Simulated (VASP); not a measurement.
# BeTe: forms and broadenings of the independent-particle spectrum

BeTe, F-43m (no. 216), 2 atoms in the cell. PBE, independent-particle dielectric function; PAW potentials Te, Be (PBE set).

## Input

INCAR.step1:
```
SYSTEM = BeTe
PREC = Accurate
ENCUT = 290
ISMEAR = 0
SIGMA = 0.02
EDIFF = 1E-8
LASPH = .True.
KPAR = 4
LWAVE = .False.
LCHARG = .False.
LEPSILON = .True.
```

INCAR.step2, as INCAR.step1 but for:
```
- LWAVE = .False.
- LEPSILON = .True.
+ LWAVE = .True.
+ NBANDS = 36
```

INCAR.step3:
```
SYSTEM = BeTe
PREC = Accurate
ENCUT = 290
ISMEAR = 0
SIGMA = 0.02
EDIFF = 1E-7
LASPH = .True.
KPAR = 4
LWAVE = .False.
LCHARG = .False.
LOPTICS = .True.
NBANDS = 36
NEDOS = 2000
CSHIFT = 0.1
ALGO = None
NELM = 1
ISTART = 1
```

INCAR.step4, as INCAR.step3 but for:
```
+ LNABLA = .True.
```

INCAR.step5, as INCAR.step4 but for:
```
- LNABLA = .True.
+ LPEAD = .True.
+ IPEAD = 2
```

INCAR.step6, as INCAR.step5 but for:
```
- IPEAD = 2
+ IPEAD = 1
```

INCAR.step7 changes the same tag again: IPEAD = 4.

INCAR.step8, as INCAR.step7 but for:
```
- CSHIFT = 0.1
- LPEAD = .True.
- IPEAD = 4
+ CSHIFT = 0.3
```

INCAR.step9, as INCAR.step8 but for:
```
- CSHIFT = 0.3
+ CSHIFT = 0.05
```

INCAR.step10 changes the same tag again: CSHIFT = 0.2.

INCAR.step11, as INCAR.step10 but for:
```
- ISMEAR = 0
- CSHIFT = 0.2
+ ISMEAR = -5
+ CSHIFT = 0.1
```

INCAR.step12, as INCAR.step11 but for:
```
- ISMEAR = -5
- SIGMA = 0.02
+ ISMEAR = 0
+ SIGMA = 0.2
```

INCAR.step13, as INCAR.step12 but for:
```
- SIGMA = 0.2
+ SIGMA = 0.02
+ OMEGAMAX = 12
```

INCAR.step14, as INCAR.step13 but for:
```
- OMEGAMAX = 12
+ OMEGAMAX = 60
```

KPOINTS:
```
k-points
0
Gamma
  12 12 12
```

POSCAR:
```
BeTe
1.0
    0.0000000000      2.7700000000      2.7700000000
    2.7700000000      0.0000000000      2.7700000000
    2.7700000000      2.7700000000      0.0000000000
Te Be
1 1
Direct
    0.7500000000      0.7500000000      0.7500000000
    0.0000000000      0.0000000000      0.0000000000
```

Commands (each step's output is kept before the next begins):
```
cat potpaw_PBE.64/Te/POTCAR potpaw_PBE.64/Be/POTCAR > POTCAR
cp INCAR.step1 INCAR
mpirun -np 4 vasp_std > vasp.out
rm WAVECAR CHG
cp INCAR.step2 INCAR
mpirun -np 4 vasp_std > vasp.out
cp INCAR.step3 INCAR
mpirun -np 4 vasp_std > vasp.out
cp INCAR.step4 INCAR
mpirun -np 4 vasp_std > vasp.out
cp INCAR.step5 INCAR
mpirun -np 4 vasp_std > vasp.out
cp INCAR.step6 INCAR
mpirun -np 4 vasp_std > vasp.out
cp INCAR.step7 INCAR
mpirun -np 4 vasp_std > vasp.out
cp INCAR.step8 INCAR
mpirun -np 4 vasp_std > vasp.out
cp INCAR.step9 INCAR
mpirun -np 4 vasp_std > vasp.out
cp INCAR.step10 INCAR
mpirun -np 4 vasp_std > vasp.out
cp INCAR.step11 INCAR
mpirun -np 4 vasp_std > vasp.out
cp INCAR.step12 INCAR
mpirun -np 4 vasp_std > vasp.out
cp INCAR.step13 INCAR
mpirun -np 4 vasp_std > vasp.out
cp INCAR.step14 INCAR
mpirun -np 4 vasp_std > vasp.out
```

## Result

- Direct gap on the mesh (eV): 3.56
- Gap on the mesh (eV): 1.85
- Bands: 36

One ground state, settings moved in the last step alone:

| Settings | ε at zero frequency | Mean energy of the absorption, weighted by Im ε (eV) | Time (s) |
|---|---|---|---|
| longitudinal form, CSHIFT 0.1 | 8.00 | 5.96 | 3 |
| transversal form (LNABLA) | 8.25 | 5.99 | 3 |
| finite differences (LPEAD), order 2 | 7.96 | 5.98 | 6 |
| finite differences (LPEAD), order 1 | 7.75 | 6.08 | 5 |
| finite differences (LPEAD), order 4 | 7.99 | 5.97 | 6 |
| CSHIFT 0.3 | 7.98 | 5.98 | 3 |
| CSHIFT 0.05 | 8.00 | 5.96 | 3 |
| CSHIFT 0.2 | 7.99 | 5.97 | 3 |
| tetrahedron method | 7.86 | 6.07 | 4 |
| SIGMA 0.2 | 8.00 | 5.96 | 4 |
| OMEGAMAX 12, which cuts the spectrum short | 7.85 | 5.95 | 3 |
| OMEGAMAX 60 | 8.00 | 5.96 | 3 |

The mean energy covers the spectrum up to 12 eV.

On the same mesh, density-functional perturbation theory with local fields gives ε = 7.57.

Limits: Spin-orbit coupling is left out, which can matter with atoms this heavy.

VASP 6.6.1 took 127 s on 4 cores (Intel Xeon Platinum 8488C (Sapphire Rapids)), a shared host.
